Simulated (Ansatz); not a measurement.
The system is Yb.

```xyz
1
Lattice="-2.1515 2.1515 2.1515 2.1515 -2.1515 2.1515 2.1515 2.1515 -2.1515" Properties=species:S:1:pos:R:3 pbc="T T T"
Yb    0.0000    0.0000    0.0000
```

This isn't the form of Yb at room conditions, which is fcc.

Base run:

| Quantity | Value |
| --- | --- |
| Program | Ansatz 0.2.0 |
| Functional | PBEsol |
| Potentials or basis | all-electron LAPW, scalar-relativistic |
| Cutoff | 184 eV |
| Density cutoff | 738 eV |
| Basis error allowed | 0.001 eV/atom |
| k mesh | 9 × 9 × 9 |
| Occupations | fermi-dirac, width 0.05 eV |
| Spin | collinear spin, ferromagnetic start |
| Starting moments | [1.0] μB |
| Hubbard terms | Yb f U = 6 eV |

Its results: band gap on the k mesh none (metal or under the smearing width); pressure -1.3 GPa; net moment 0.00 μB per cell.

Question: After a change of settings the same cell gave: band gap on the k mesh none (metal or under the smearing width); pressure -2.4 GPa; net moment 0.00 μB per cell. Which change was it?
A. hubbard terms from Yb f U = 6 eV to Yb f U = 2 eV
B. hubbard terms from Yb f U = 6 eV to Yb f U = 8 eV
C. hubbard terms from Yb f U = 6 eV to none

Answer: A.

Caveats: the magnetic state may not be the lowest; an open f shell can end in a state above the lowest; U is the effective U less J, on atomic orbitals that reach past the spheres; spin-orbit coupling is left out, which moves the levels of the heavy elements.

Not every run made on this cell is shown here.
